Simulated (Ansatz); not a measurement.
NaH (started from an entry of an open crystallographic database) with hydrogen sites as listed at its r2SCAN geometry, run in the plane-wave code Ansatz at 3 levels of theory. No spin polarisation and no zero-point or thermal motion.

The r2SCAN input:
```yaml
crystal:
  lattice:
    - [0.0, 2.3975116377, 2.3975116377]
    - [2.3975116377, 0.0, 2.3975116377]
    - [2.3975116377, 2.3975116377, 0.0]
  atoms:
    - { symbol: Na, position: [0.0, 0.0, 0.0] }
    - { symbol: H, position: [0.5, 0.5, 0.5] }
kpoints:
  mp_grid: { grid: [10, 10, 10] }
  band_path:
    path:
      - [0.0, 0.0, 0.0]
      - [0.5, 0.0, 0.5]
      - [0.625, 0.25, 0.625]
      - [0.375, 0.375, 0.75]
      - [0.5, 0.5, 0.5]
      - [0.5, 0.25, 0.75]
      - [0.25, -0.5, -0.25]
      - [0.0, 0.0, 0.5]
    npoints: 1
hamiltonian:
  xc: r2scan
scf:
  occupations: { method: fixed }
  n_extra_bands: 4
output:
  forces: true
  stress: true
  eigenvalues: true
```

Main results, then, where recorded, the levels near the gap in eV from the Fermi energy (columns number the bands from 0), one row a point of the path (Γ, X, U, K, L, W, W, L):
```
Crystal: 2 atoms, lattice volume = 27.562 Å³
Symmetry: 48 space group operations
Space group: Fm-3m (ITA 225)
```
```
Basis set: ecut = 500 eV, 725 PW (Γ)
k-points: 47 of 1000
SCF 1 converged in 6 iterations: F = -1505.136307 eV  dr2 = 7.41e-11
Free energy (F): -1505.136307 eV
Fermi energy:    0.604121 eV
--- Stress (GPa, compression-positive) ---
       -0.002040       0.000000       0.000000
        0.000000      -0.002040       0.000000
        0.000000       0.000000      -0.002040
  P = ⅓ Tr σ = -0.0020 GPa (-0.020 kbar)
```
```tsv
band_2	band_3	band_4	band_5	band_6	band_7
-22.752	-22.752	-3.626	11.648	16.779	16.779
-22.784	-22.784	-0.153	5.235	10.944	11.536
-22.805	-22.777	-0.096	5.964	7.121	12.142
-22.805	-22.777	-0.096	5.964	7.121	12.142
-22.763	-22.763	-0.847	4.417	11.862	14.232
-22.810	-22.786	0.017	6.700	6.700	9.362
-22.810	-22.786	0.017	6.700	6.700	9.362
-22.763	-22.763	-0.847	4.417	11.862	14.232
```

r2SCAN gives an indirect gap of 4.40 eV, from W to L; the least direct gap is 5.26 eV at L.

Problem. Another run on the same cell gave
```
Basis set: ecut = 420 eV, 537 PW (Γ)
k-points: 16 of 216
SCF 1 stopped early in 2 iterations: F = -1502.679175 eV  dr2 = 1.10e-5
SCF 2 stopped early in 5 iterations: F = -1502.902182 eV  dr2 = 4.27e-7
hybrid outer 1: dexx = +1.284e-3 eV, tail = 5.12e-6 eV
SCF 3 converged in 3 iterations: F = -1502.902122 eV  dr2 = 6.25e-9
hybrid outer 2: dexx = +5.343e-8 eV, tail = 2.49e-8 eV, Δε = 2.27e-3 eV
Free energy (F): -1502.902122 eV
Fermi energy:    0.149849 eV
--- Stress (GPa, compression-positive) ---
        0.156282       0.000000       0.000000
        0.000000       0.156282       0.000000
        0.000000       0.000000       0.156282
  P = ⅓ Tr σ = 0.1563 GPa (1.563 kbar)
```
```tsv
band_2	band_3	band_4	band_5	band_6	band_7
-24.236	-24.236	-3.965	12.252	17.169	17.169
-24.267	-24.267	-0.139	5.764	11.368	12.181
-24.289	-24.260	-0.077	6.503	7.639	12.792
-24.289	-24.260	-0.077	6.503	7.639	12.792
-24.247	-24.247	-0.913	4.898	12.374	14.951
-24.293	-24.270	0.048	7.244	7.244	9.860
-24.293	-24.270	0.048	7.244	7.244	9.860
-24.247	-24.247	-0.913	4.898	12.374	14.951
```
Which level of theory and mesh gave it?

Solution. It is HSE06, judged by the exchange loop and the size of the gap (a near hybrid could fit too), on 6×6×6; the blocks that differ from the first input, but for the band path:
```yaml
kpoints:
  mp_grid: { grid: [6, 6, 6] }
hamiltonian:
  xc: hse06
```
With HSE06 the valence top lies at W and the conduction bottom at L, 4.85 eV higher; the smallest vertical gap, at L, is 5.81 eV. The mean stress, +0.2 GPa, is small, and the program warns that its thresholds are loose for a hybrid's stress.

Hartree-Fock. Against the first input these blocks differ (the band path and keys that only write files left aside):
```yaml
kpoints:
  mp_grid: { grid: [6, 6, 6] }
hamiltonian:
  xc: hf
```

```
Basis set: ecut = 420 eV, 537 PW (Γ)
k-points: 16 of 216
SCF 1 stopped early in 2 iterations: F = -1491.374911 eV  dr2 = 7.99e-4
SCF 2 stopped early in 5 iterations: F = -1493.044828 eV  dr2 = 6.09e-5
hybrid outer 1: dexx = +9.015e-2 eV, tail = 1.53e-3 eV
SCF 3 converged in 6 iterations: F = -1493.041240 eV  dr2 = 1.91e-9
hybrid outer 2: dexx = +8.783e-5 eV, tail = 6.15e-6 eV, Δε = 7.04e-2 eV
SCF 4 converged in 4 iterations: F = -1493.041227 eV  dr2 = 1.67e-9
hybrid outer 3: dexx = +2.179e-7 eV, tail = 2.00e-8 eV, Δε = 5.98e-4 eV, ΔF = 3.62e-31 eV/Å
Free energy (F): -1493.041227 eV
Fermi energy:    -2.927333 eV
--- Stress (GPa, compression-positive) ---
        1.926514       0.000000       0.000000
        0.000000       1.926514       0.000000
        0.000000       0.000000       1.926514
  P = ⅓ Tr σ = 1.9265 GPa (19.265 kbar)
```
```tsv
band_2	band_3	band_4	band_5	band_6	band_7
-30.687	-30.687	-4.706	20.318	24.850	24.850
-30.713	-30.713	-0.147	12.614	18.731	19.733
-30.733	-30.707	-0.091	13.457	14.793	20.389
-30.733	-30.707	-0.091	13.457	14.793	20.389
-30.695	-30.695	-1.085	11.749	20.085	22.651
-30.734	-30.718	0.047	14.296	14.296	17.334
-30.734	-30.718	0.047	14.296	14.296	17.334
-30.695	-30.695	-1.085	11.749	20.085	22.651
```

Hartree-Fock gives an indirect gap of 11.70 eV, from W to L; the least direct gap is 12.76 eV at X. At this geometry Hartree-Fock finds +1.9 GPa, compression counted positive: its own equilibrium volume is larger. (The program warns that its thresholds are loose for a hybrid's stress.)

Small level splittings and stresses of the hybrids carry the error of their coarser meshes.

Totals of different functionals can't be compared.

The meshes of the hybrids are coarse, so their gaps aren't converged to the digits shown.
